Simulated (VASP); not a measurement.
Si:

```
Si
1.0
     7.86163    0.00000    0.00000
    -3.93081    6.80837    0.00000
     0.00000    0.00000    7.39906
Si
27
Direct
  0.00000 0.00000 0.00000
  0.00000 0.00000 0.33333
  0.00000 0.00000 0.66667
  0.00000 0.33333 0.00000
  0.00000 0.33333 0.33333
  0.00000 0.33333 0.66667
  0.00000 0.66667 0.00000
  0.00000 0.66667 0.33333
  0.00000 0.66667 0.66667
  0.33333 0.00000 0.00000
  0.33333 0.00000 0.33333
  0.33333 0.00000 0.66667
  0.33333 0.33333 0.00000
  0.33333 0.33333 0.33333
  0.33333 0.33333 0.66667
  0.33333 0.66667 0.00000
  0.33333 0.66667 0.33333
  0.33333 0.66667 0.66667
  0.66667 0.00000 0.00000
  0.66667 0.00000 0.33333
  0.66667 0.00000 0.66667
  0.66667 0.33333 0.00000
  0.66667 0.33333 0.33333
  0.66667 0.33333 0.66667
  0.66667 0.66667 0.00000
  0.66667 0.66667 0.33333
  0.66667 0.66667 0.66667
```

This isn't the form of Si at room conditions, which is diamond.

* Program: VASP 6.6.1
* Task: phonon dispersion
* Functional: PBEsol
* Potentials or basis: VASP PAW PBE potentials, release 64 (Si)
* Cutoff: 520 eV
* k mesh: 3 × 3 × 2
* Occupations: gaussian, width 0.02 eV
* Spin: no spin polarisation
* Long-range dipole term: no
* Supercell matrix: [3, 0, 0, 0, 3, 0, 0, 0, 3]
* Further INCAR settings: LREAL = Auto; ALGO = Normal; EDIFF = 1e-07; IBRION = 6; POTIM = 0.015; NSW = 1

Is this structure dynamically stable at this level, and how far does the spectrum reach?

Yes, as far as this q mesh shows: no mode on the path is imaginary. The highest frequency is 480 cm⁻¹.

Phonon frequencies at the corners of the path (cm⁻¹, interpolated; i marks imaginary ones):
```csv
point,frequencies
Γ,0 0 0
M,128 158 337
K,152 267 267
A,120 120 480
L,144 285 387
H,294 294 379
```

A q mesh this small can miss soft modes between its points.

Caveat: the k mesh is coarse (spacing up to 0.42 Å⁻¹), so the values aren't converged.
